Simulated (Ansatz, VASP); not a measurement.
# Two plane-wave programs on HfSiO4

```xyz
6
Lattice="0.0000 3.2879 3.2879 3.2879 0.0000 3.2879 3.2879 3.2879 0.0000" Properties=species:S:1:pos:R:3 pbc="T T T"
Hf    0.0000    0.0000    0.0000
Si    4.9319    4.9319    4.9319
O     4.1099    5.7538    4.1099
O     4.1099    4.1099    5.7538
O     5.7538    5.7538    5.7538
O     5.7538    4.1099    4.1099
```

Alike in both runs: task single point; functional PBE; k mesh 4 × 4 × 4; occupations gaussian, width 0.1 eV; no spin polarisation.

|  | VASP | Ansatz |
| --- | --- | --- |
| version | VASP 6.6.1 | Ansatz 0.2.0 |
| potentials or method | VASP PAW PBE potentials, release 64 (Hf_pv, Si, O) | scalar-relativistic, plane waves, PAW |
| plane-wave cutoff (eV) | 520 | 420 |
| valence electrons in the cell | 38 | 54 |

```csv
,VASP,Ansatz,Ansatz less VASP
gap on the k mesh at the Fermi level (eV),2.69,3.31,+0.619
least direct gap on the mesh (eV),4.84,5.12,+0.272
rms of the force components (eV/Å),20.226,18.274,-1.9518
```

One of these differences is far larger than is usual between the two programs; its cause wasn't traced. The two sets of potentials don't hold the same shells in valence.

Caveats: spin-orbit coupling is left out, which moves the levels of the heavy elements. A k mesh can miss the band edges.
